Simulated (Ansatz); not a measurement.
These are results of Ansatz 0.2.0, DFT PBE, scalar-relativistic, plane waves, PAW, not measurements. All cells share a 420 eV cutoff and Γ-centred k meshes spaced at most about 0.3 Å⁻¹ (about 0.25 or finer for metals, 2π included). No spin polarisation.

Each guess is relaxed in cell and atoms at zero pressure, on a coarse mesh first where it starts far from rest and then on a converged one. The steps can't lower the symmetry of the start, but it can rise. Energies are static (0 K, no zero-point motion).

Two unrelaxed guesses for AlP₅:

A.

```xyz
6
Lattice="6.0182 0.0000 0.0000 -3.0091 5.2119 0.0000 0.0000 0.0000 3.9280" Properties=species:S:1:pos:R:3 pbc="T T T"
Al    0.0000    0.0000    1.9640
P     3.0091    0.0000    1.9640
P    -1.5046    2.6060    1.9640
P     1.5046    2.6060    1.9640
P     0.0000    3.4747    1.9640
P     3.0092    1.7373    1.9640
```

B.

```xyz
6
Lattice="0.0000 3.9856 3.9856 3.9856 0.0000 3.9856 3.9856 3.9856 0.0000" Properties=species:S:1:pos:R:3 pbc="T T T"
Al    0.0000    0.0000    0.0000
P     1.9928    1.9928    1.9928
P     4.9698    3.0014    3.0014
P     4.9698    4.9698    4.9698
P     3.0014    3.0014    4.9698
P     3.0014    4.9698    3.0014
```

Task: Where do they end, and which end is lower?

Result: A ends lower, by 176 meV/atom. A: P6/mmm at 20.5 Å³/atom → P6/mmm at 21.6 Å³/atom; B: F-43m at 21.1 Å³/atom → F-43m at 15.3 Å³/atom. Counting P atoms around Al (those within 1.25 times the shortest such distance or 1.15 times the sum of covalent radii; a plus sign parts nearer from farther groups; the shortest distance is added where it is long for a bond), the end of A has Al 6+18 from 4.0 Å and the end of B has Al 16 from 3.0 Å. The end of A holds P–P bonds in all directions (shortest 2.29 Å); in the end of B the shortest P–P distance is 2.48 Å, near bonding range too. End of A. Conventional cell: a = 7.920 Å, c = 2.387 Å. Around Al lie 2 Al at 2.39 Å; around P on a site of symmetry mmm lie 4 P at 2.29–2.39 Å; around P on a site of symmetry -6m2 lie 5 P at 2.29–2.39 Å. End of B. Conventional cell: a = 7.168 Å. Al has 16 P at 2.98–3.10 Å; around P on a site of symmetry -43m lie 12 P at 2.97 Å and 4 Al at 3.10 Å; P on a site of symmetry 3m has 6 P at 2.48–2.58 Å, 3 P at 2.97 Å and 3 Al at 2.98 Å.

Ends held by symmetry can be saddle points. Neither end is the lowest form computed: that has space group P-6m2 (No. 187) and lies 256 meV/atom below the better end. Even the lowest of the cells shown lies +0.50 eV/atom against the elements. Some types were kept out of the candidates beforehand, so the set may lack a known form.
